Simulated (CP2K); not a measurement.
Runs of CP2K 2026.2 on Sn. Symmetry: Fd-3m, No. 227, cubic system. Conventional cell: a = 6.467 Å, b = 6.467 Å, c = 6.467 Å, α = 90.00°, β = 90.00°, γ = 90.00°. Sn (site symmetry -43m) has 4 Sn at 2.80 Å as nearest neighbours. This isn't the form of Sn at room conditions, which is tetragonal (white tin).

```tsv
level	cutoff of the non-local correlation (Ry)	gap on the mesh (eV)	pressure (GPa)
rev-vdW-DF2	300	none	4.1
LDA	-	none	3.9
PBEsol	-	none	3.8
BLYP	-	none	5.5
r2SCAN	-	none	(b)
AM05	-	none	(a)
```

Alike in all rows: task band structure; potentials or basis POTENTIAL_UZH Sn GTH-PBE-q4; TZVP-MOLOPT-PBE-GTH basis; no spin polarisation; cell as given; k mesh 7 × 7 × 7; smearing fermi-dirac 0.05 eV.

Problem. Estimate the missing entries.

Solution. (a) 4.0; (b) 3.5.

Caveats: the potentials were made for another functional, which shifts forces and pressure; spin-orbit coupling is left out, which moves the levels of the heavy elements; the basis of atomic orbitals isn't converged, which shifts pressures, moduli and gaps.

A k mesh can miss the band edges, and the runs leave out spin-orbit coupling on Sn.

A gap of «none» marks a metal or a gap under the smearing width.

Runs at the PBE level aren't shown here.
